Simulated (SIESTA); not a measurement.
The system is Pt.

```
CELL_PARAMETERS angstrom
0.00000 1.96090 1.96090
1.96090 0.00000 1.96090
1.96090 1.96090 0.00000
ATOMIC_POSITIONS crystal
Pt 0.00000 0.00000 0.00000
```

Base run:

| Item | Value |
| --- | --- |
| Program | SIESTA 5.4.2 |
| Functional | PBE |
| Potentials or basis | PseudoDojo 0.4 standard (PBE files) |
| Basis | DZP (energy shift 0.003 Ry; two zetas on semicore shells) |
| Grid cutoff | 800 Ry |
| Energy shift | 0.003 Ry |
| k mesh | 12 × 12 × 12 |
| Occupations | fermi-dirac, width 0.05 eV |
| Spin | no spin polarisation |

Its results: band gap on the k mesh none (metal or under the smearing width); pressure 12.8 GPa.

Question: After a change of settings the same cell gave: band gap on the k mesh none (metal or under the smearing width); pressure 14.1 GPa. Which change was it?
A. basis from DZP (energy shift 0.003 Ry; two zetas on semicore shells) to DZ (energy shift 0.003 Ry; two zetas on semicore shells)
B. basis from DZP (energy shift 0.003 Ry; two zetas on semicore shells) to SZP (energy shift 0.003 Ry)
C. basis from DZP (energy shift 0.003 Ry; two zetas on semicore shells) to SZ (energy shift 0.003 Ry)
D. basis from DZP (energy shift 0.003 Ry; two zetas on semicore shells) to TZP (energy shift 0.003 Ry; two zetas on semicore shells)

Answer: D.

Caveats: short orbitals over semicore shells can move pressures by several GPa; spin-orbit coupling is left out, which moves the levels of the heavy elements; the basis of atomic orbitals isn't converged, which shifts pressures, moduli and gaps.
